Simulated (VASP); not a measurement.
## A VASP 6.6.1 single-point calculation on ZnSe

INCAR

```
LMAXMIX = 4
NBANDS = 16
ISIF = 2
SIGMA = 0.02
NSW = 0
LDAU = .TRUE.
LREAL = .FALSE.
LDAUTYPE = 2
IBRION = -1
LWAVE = .FALSE.
LDAUL = 2 -1
LDAUJ = 0 0
PREC = Accurate
ENCUT = 400
NELM = 69
ISMEAR = -1
LASPH = .TRUE.
LDAUU = 4.0 0
EDIFF = 1E-7
GGA = PE
LCHARG = .FALSE.
```

KPOINTS

```
KPOINTS created by Atomic Simulation Environment
0
Gamma
8 8 8
0 0 0
```

POSCAR

```
Zn Se
 1.0000000000000000
     0.0000000000000000    2.8324206844000002    2.7191238570000000
     2.8324206844000002    0.0000000000000000    2.7191238570000000
     2.8324206844000002    2.8324206844000002    0.0000000000000000
 Zn  Se
   1   1
Cartesian
  0.0000000000000000  0.0000000000000000  0.0000000000000000
  1.4162103421999999  1.4162103421999999  1.3595619284999998
```

The recommended PBE PAW datasets give the neutral cell 18 valence electrons.

Command

```
mpirun -np 1 vasp_std
```

OSZICAR

```
N       E                     dE             d eps       ncg     rms          rms(c)
DAV:   1     0.800207009071E+02    0.80021E+02   -0.77737E+03  1888   0.110E+03
DAV:   2    -0.993015862092E+00   -0.81014E+02   -0.76936E+02  2248   0.230E+02
DAV:   3    -0.585850757830E+01   -0.48655E+01   -0.48566E+01  2216   0.597E+01
DAV:   4    -0.589159783809E+01   -0.33090E-01   -0.33089E-01  2432   0.539E+00
DAV:   5    -0.589172244619E+01   -0.12461E-03   -0.12461E-03  2256   0.274E-01    0.592E+00
DAV:   6    -0.567567580231E+01    0.21605E+00   -0.36591E-01  2816   0.146E+01    0.418E+00
DAV:   7    -0.565724687102E+01    0.18429E-01   -0.12738E-01  2216   0.278E+00    0.151E+00
DAV:   8    -0.565853078385E+01   -0.12839E-02   -0.44289E-03  2096   0.538E-01    0.421E-01
DAV:   9    -0.565877458291E+01   -0.24380E-03   -0.10526E-03  2192   0.223E-01    0.707E-02
DAV:  10    -0.565884286605E+01   -0.68283E-04   -0.87268E-05  2488   0.865E-02    0.201E-02
DAV:  11    -0.565886449897E+01   -0.21633E-04   -0.31131E-05  2192   0.458E-02    0.333E-03
DAV:  12    -0.565886533708E+01   -0.83811E-06   -0.10318E-06  2544   0.106E-02    0.143E-03
DAV:  13    -0.565886541013E+01   -0.73053E-07   -0.19175E-07  2168   0.504E-03
   1 F= -.56588654E+01 E0= -.56588654E+01  d E =-.355823E-12
```

From OUTCAR

```
k-points           NKPTS =     59   k-points in BZ     NKDIM =     59   number of bands    NBANDS=     16

   NELECT =      18.0000    total number of electrons

   dimension x,y,z NGX =    28 NGY =   28 NGZ =   28
   dimension x,y,z NGXF=    56 NGYF=   56 NGZF=   56

  energy-cutoff  :      400.00
  volume of cell :       43.63
      direct lattice vectors                 reciprocal lattice vectors
     0.000000000  2.832420684  2.719123857    -0.176527450  0.176527450  0.183882760
     2.832420684  0.000000000  2.719123857     0.176527450 -0.176527450  0.183882760
     2.832420684  2.832420684  0.000000000     0.176527450  0.176527450 -0.183882760

 k-points in reciprocal lattice and weights: KPOINTS created by Atomic Simulation Env
   0.00000000  0.00000000  0.00000000       0.002
   0.12500000  0.00000000  0.00000000       0.016
   0.25000000  0.00000000  0.00000000       0.016
   0.37500000  0.00000000  0.00000000       0.016
   0.50000000  0.00000000  0.00000000       0.008
   0.12500000  0.12500000  0.00000000       0.004
   0.25000000  0.12500000  0.00000000       0.016
   0.37500000  0.12500000  0.00000000       0.016
   ...

 E-fermi :   2.3319

 k-point     1 :       0.0000    0.0000    0.0000
  band No.  band energies     occupation
      1     -11.5385      2.00000
      2      -6.2717      2.00000
      3      -6.2717      2.00000
      4      -6.2626      2.00000
      5      -5.9188      2.00000
      6      -5.9124      2.00000
      7       1.7467      2.00000
      8       1.7467      2.00000
      9       1.8847      2.00000
     10       3.4838      0.00000
     11       7.8184      0.00000
     12       7.8256      0.00000
     13       7.8256      0.00000
     14      12.0937      0.00000
     15      12.8444      0.00000
     16      13.5336      0.00000

 k-point     2 :       0.1250    0.0000    0.0000
  band No.  band energies     occupation
      1     -11.4352      2.00000
      2      -6.2577      2.00000
      3      -6.2539      2.00000
      4      -6.2418      2.00000
      5      -5.9190      2.00000
      6      -5.9146      2.00000
      7       0.4834      2.00000
      8       1.5830      2.00000
      9       1.7039      2.00000
     10       4.4401      0.00000
     11       7.7365      0.00000
     12       8.0699      0.00000
     13       8.1152      0.00000
     14      12.1842      0.00000
     15      12.6071      0.00000
     16      13.0215      0.00000

 k-point     3 :       0.2500    0.0000    0.0000
  band No.  band energies     occupation
      1     -11.1694      2.00000
      2      -6.2269      2.00000
      3      -6.2183      2.00000
      4      -6.1438      2.00000
      5      -5.9168      2.00000
      6      -5.9161      2.00000
      7      -1.3293      2.00000
      8       1.2349      2.00000
      9       1.4113      2.00000
     10       4.8711      0.00000
     11       8.3455      0.00000
     12       8.4039      0.00000
     13       8.7736      0.00000
     14      12.1646      0.00000
     15      12.2213      0.00000
     16      12.8764      0.00000

 ...

  Total        0.9730407      0.9730407      1.3088904      0.0000000      0.0000000     -0.0000000
  in kB       35.7328043     35.7328043     48.0661530      0.0000000      0.0000000     -0.0000000
  external PRESSURE =      39.8439206 kB  Pullay stress =       0.0000000 kB

 POSITION                                       TOTAL-FORCE (eV/Angst)
 -----------------------------------------------------------------------------------
      0.00000      0.00000      0.00000        -0.000000     -0.000000     -0.000000
      1.41621      1.41621      1.35956         0.000000      0.000000      0.000000
 -----------------------------------------------------------------------------------
    total drift:                                0.000001      0.000001      0.000000

  FREE ENERGIE OF THE ION-ELECTRON SYSTEM (eV)
  ---------------------------------------------------
  free  energy   TOTEN  =        -5.6588654101 eV

  energy  without entropy=       -5.6588654101  energy(sigma->0) =       -5.65886541
```

It converged. Results: gap between bands v and c on the k mesh 1.60 eV; least direct gap on the k mesh 1.60 eV; pressure 4.0 GPa. Band v is the last that the valence electrons fill when counted band by band, and c is the next.

For comparison, a separate PBE run of the intended cell, on usual settings and not on those above, gives a gap of 1.36 eV on its mesh and a pressure of 5.4 GPa.

The run above took about 28 s on one core of a shared host (Intel Xeon Platinum 8488C) and held 0.17 GiB at most.
